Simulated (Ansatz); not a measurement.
Crystal: SrO.

```
Sr O
1.0
     0.00000    2.56630    2.56630
     2.56630    0.00000    2.56630
     2.56630    2.56630    0.00000
Sr O
1 1
Direct
  0.50000 0.50000 0.50000
  0.00000 0.00000 0.00000
```

Base run:

* Program: Ansatz 0.2.0
* Functional: BLYP
* Potentials or basis: all-electron LAPW, scalar-relativistic
* Cutoff: 217 eV
* Density cutoff: 868 eV
* Basis error allowed: 0.001 eV/atom
* k mesh: 9 × 9 × 9
* Occupations: fermi-dirac, width 0.05 eV
* Spin: no spin polarisation

Its results: band gap on the k mesh 3.51 eV, indirect (least direct gap 3.58 eV); pressure 6.2 GPa.

**Question.** The run is repeated on the same cell with these changes: functional from BLYP to LDA. What comes out?

**Answer.** Band gap on the k mesh 3.21 eV, indirect (least direct gap 3.29 eV); pressure -3.8 GPa.

LDA binds more tightly than BLYP, so the same cell stands under less pressure.

A k mesh can miss the band edges.

Not every run made on this cell is shown here.
